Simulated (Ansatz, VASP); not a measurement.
**Two plane-wave programs on AlN**

INCAR

```
PREC = Accurate ; ENCUT = 520
EDIFF = 1E-6 ; ISMEAR = 0
SIGMA = 0.05 ; LREAL = False
LASPH = True ; NELM = 100
ALGO = Normal ; ISIF = 2
LWAVE = False ; LCHARG = False
GGA = PS ; NBANDS = 11
```

The input KPOINTS:

```
Automatic mesh
0
Gamma
  10 10 10
```

File POSCAR:

```
AlN
1.0
   -0.4733023302      1.9748131708      1.9748131708
    1.9748131708     -0.4733023302      1.9748131708
    1.9748131708      1.9748131708     -0.4733023302
Al N
1 1
Direct
    0.0000000000      0.0000000000      0.0000000000
    0.7500000000      0.7500000000      0.7500000000
```

Input for Ansatz:

```yaml
crystal:
  lattice:
    - [-0.4733023302, 1.9748131708, 1.9748131708]
    - [1.9748131708, -0.4733023302, 1.9748131708]
    - [1.9748131708, 1.9748131708, -0.4733023302]
  atoms:
    - { symbol: Al, position: [0.0, 0.0, 0.0] }
    - { symbol: "N", position: [0.75, 0.75, 0.75] }
basis:
  ecutwfc: 420
kpoints:
  mp_grid: { grid: [10, 10, 10] }
hamiltonian:
  xc: pbesol
scf:
  occupations: { method: gaussian, width: 0.05 }
output:
  forces: true
  stress: true
  eigenvalues: true
```

Alike in both runs: task single point; functional PBEsol; k mesh 10 × 10 × 10; occupations gaussian, width 0.05 eV; no spin polarisation.

```csv
,VASP,Ansatz
version,VASP 6.6.1,Ansatz 0.2.0
potentials or method,"VASP PAW PBE potentials, release 64 (Al, N)","scalar-relativistic, plane waves, PAW"
plane-wave cutoff (eV),520,420
valence electrons in the cell,8,8
```

```csv
,VASP,Ansatz,Ansatz less VASP
gap on the k mesh at the Fermi level (eV),1.90,1.95,+0.053
least direct gap on the mesh (eV),2.30,2.35,+0.047
rms of the force components (eV/Å),7.403,7.294,-0.1086
```

Atom by atom the forces differ by 0.109 eV/Å (rms over components).

Caveats: the PAW data sets were made with another functional, which shifts forces and pressure a little (VASP). PBEsol gaps usually lie below the measured ones, often by a third to a half. A k mesh can miss the band edges.
